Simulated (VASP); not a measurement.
Set up this calculation in VASP 6.6.1, as the native input.

```
Task                   : single point
Functional             : PBE
Potentials or basis    : VASP PAW PBE potentials, release 54 (Ni)
Cutoff                 : 520 eV
k mesh                 : 13 × 13 × 13
Occupations            : gaussian, width 0.02 eV
Spin                   : collinear spin, ferromagnetic start
Starting moments       : [1.0] μB
Further INCAR settings : ALGO = Normal; EDIFF = 1e-06; NBANDS = 15
```

The structure of Ni lies in POSCAR:

```
Ni
1.0
   -1.3837154700      1.3837154700      1.3837154700
    1.3837154700     -1.3837154700      1.3837154700
    1.3837154700      1.3837154700     -1.3837154700
Ni
1
Cartesian
    0.0000000000      0.0000000000      0.0000000000
```

This isn't the form of Ni at room conditions, which is fcc.

One way to write it, as run:

INCAR

```
SYSTEM = Ni
ALGO = Normal
EDIFF = 1E-6
ENCUT = 520
GGA = PE
ISIF = 2
ISMEAR = 0
ISPIN = 2
LASPH = .True.
LCHARG = .False.
LMAXMIX = 4
LORBIT = 11
LREAL = .False.
LWAVE = .False.
MAGMOM = 1
NBANDS = 15
NELM = 100
PREC = Accurate
SIGMA = 0.02
```

KPOINTS

```
k-points
0
Gamma
  13 13 13
  0 0 0
```

Potentials or basis: VASP PAW PBE potentials, release 54 (Ni).

Command:

```bash
$ cat potpaw_PBE.54/Ni/POTCAR > POTCAR
$ mpirun -np 1 vasp_std > vasp.out
```

Results of the run:

| Property | Result |
| --- | --- |
| Pressure | 7.6 GPa |
| Band gap on the k mesh | none (metal or under the smearing width) |
| Net moment | 0.59 μB per cell |
| Site moments | Ni +0.60 μB |
| Valence electrons inside the program's atomic spheres | Ni 9.36 |

Wall time 16 s on 1 thread of Intel(R) Xeon(R) Platinum 8488C (Sapphire Rapids), with other jobs on the host, peak memory 0.14 GiB.
